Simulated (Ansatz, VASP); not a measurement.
## AlGaN2: VASP beside Ansatz

```
Al Ga N
1.0
     3.19317    0.00000    0.00000
     0.00000    3.19317    0.00000
     0.00000    0.00000    4.60355
Al Ga N
1 1 2
Direct
  0.50000 0.50000 0.50000
  0.00000 0.00000 0.00000
  0.50000 0.00000 0.74005
  0.00000 0.50000 0.25995
```

Change from the starting cell: strain +0.025 along x and y, +0.050 along z, atoms carried along.

Alike in both runs: task single point; functional LDA; k mesh 8 × 8 × 6; occupations gaussian, width 0.05 eV; no spin polarisation.

|  | VASP | Ansatz |
| --- | --- | --- |
| version | VASP 6.6.1 | Ansatz 0.2.0 |
| potentials or method | VASP PAW LDA potentials, release 64 (Al, Ga_d, N) | scalar-relativistic, plane waves, PAW |
| plane-wave cutoff (eV) | 520 | 420 |
| valence electrons in the cell | 26 | 26 |

```tsv
	VASP	Ansatz	Ansatz less VASP
gap on the k mesh at the Fermi level (eV)	2.31	2.30	-0.011
least direct gap on the mesh (eV)	2.31	2.30	-0.011
pressure (GPa)	-16.0	-16.5	-0.56
largest component of the traceless stress (GPa)	2.17	2.19	+0.027
rms of the force components (eV/Å)	0.005	0.017	+0.0111
```

Atom by atom the forces differ by 0.011 eV/Å (rms over components).

Caveats: so large a pressure means that the cell lies far from this level's equilibrium, or that cutoff or potentials fall short (VASP).
